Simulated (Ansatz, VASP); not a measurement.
As in VASP and in Ansatz

```
As
1.0
     2.70368    0.00000    0.00000
     0.00000    2.70368    0.00000
     0.00000    0.00000    2.56850
As
1
Direct
  0.50000 0.50000 0.50000
```

Change from the starting cell: strain +0.000 along x and y, -0.050 along z, atoms carried along.

Alike in both runs: task single point; functional PBE; k mesh 18 × 18 × 18; occupations gaussian, width 0.15 eV; no spin polarisation.

```csv
,VASP,Ansatz
version,VASP 6.6.1,Ansatz 0.2.0
potentials or method,"VASP PAW PBE potentials, release 64 (As)","scalar-relativistic, plane waves, PAW"
plane-wave cutoff (eV),520,420
valence electrons in the cell,5,15
```

VASP gave:

```
gap on the k mesh at the Fermi level (eV)       : none
pressure (GPa)                                  : 8.3
largest component of the traceless stress (GPa) : 8.12
```

What did Ansatz give for the same quantities?

gap on the k mesh at the Fermi level (eV): none; pressure (GPa): 8.0; largest component of the traceless stress (GPa): 8.01.

A gap of «none» marks a metal or a gap that the smearing closes. The two sets of potentials don't hold the same shells in valence.
